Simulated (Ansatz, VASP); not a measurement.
**BN in VASP and in Ansatz**

Contents of INCAR:

```
SYSTEM = BN
PREC     = Accurate       ! precision mode
ENCUT    = 520            ! plane-wave cutoff, eV
EDIFF    = 1E-6           ! SCF threshold, eV
ISMEAR   = 0              ! smearing method
SIGMA    = 0.05           ! smearing width, eV
LREAL    = .FALSE.        ! projectors in reciprocal space
LASPH    = .TRUE.         ! aspherical terms in the spheres
NELM     = 80             ! most SCF steps
ALGO     = Normal         ! electronic algorithm
ISIF     = 2              ! what is computed and relaxed
LWAVE    = .FALSE.        ! write WAVECAR
LCHARG   = .FALSE.        ! write CHGCAR
GGA      = PE             ! functional
NBANDS   = 16             ! bands
```

File KPOINTS:

```
Automatic mesh
0
G
  10 10 6
  0 0 0
```

POSCAR

```
BN
1.0
    0.0000000000     -1.8130010000     -1.8130010000
    0.0000000000      1.8130010000     -1.8130010000
    3.6260020000      0.0000000000      0.0000000000
B N
2 2
Direct
    0.5000000000      0.5000000000      0.5165471503
    0.0000000000      0.0000000000     -0.0165471503
    0.0000000000      0.5000000000      0.2500000000
    0.5000000000      0.0000000000      0.7500000000
```

Input for Ansatz:

```yaml
crystal:
  lattice:
    - [0.0, -1.813001, -1.813001]
    - [0.0, 1.813001, -1.813001]
    - [3.626002, 0.0, 0.0]
  atoms:
    - { symbol: B, position: [0.5, 0.5, 0.5165471503] }
    - { symbol: B, position: [0.0, 0.0, -0.0165471503] }
    - { symbol: "N", position: [0.0, 0.5, 0.25] }
    - { symbol: "N", position: [0.5, 0.0, 0.75] }
basis:
  ecutwfc: 420
kpoints:
  mp_grid: { grid: [10, 10, 6] }
hamiltonian:
  xc: pbe
scf:
  occupations: { method: gaussian, width: 0.05 }
output:
  forces: true
  stress: true
  eigenvalues: true
  write_density: true
  write_potential: true
  elf: true
  volumetric_format: npy
```

Change from the starting cell: mode 12 (1137.6 1/cm) frozen in, largest displacement -0.060 Å.

Alike in both runs: task single point; functional PBE; k mesh 10 × 10 × 6; occupations gaussian, width 0.05 eV; no spin polarisation.

|  | VASP | Ansatz |
| --- | --- | --- |
| version | VASP 6.6.1 | Ansatz 0.2.0 |
| potentials or method | VASP PAW PBE potentials, release 64 (B, N) | scalar-relativistic, plane waves, PAW |
| plane-wave cutoff (eV) | 520 | 420 |
| valence electrons in the cell | 16 | 16 |

|  | VASP | Ansatz | Ansatz less VASP |
| --- | --- | --- | --- |
| gap on the k mesh at the Fermi level (eV) | 3.33 | 3.34 | +0.012 |
| least direct gap on the mesh (eV) | 4.28 | 4.30 | +0.011 |
| pressure (GPa) | 1.1 | 0.9 | -0.23 |
| largest component of the traceless stress (GPa) | 2.03 | 2.01 | -0.017 |
| rms of the force components (eV/Å) | 1.256 | 1.252 | -0.0033 |

Atom by atom the forces differ by 0.003 eV/Å (rms over components).

Caveats: forces of over 1 eV/Å show positions far from the minimum, so gaps and moduli don't describe the material at rest. A k mesh can miss the band edges.
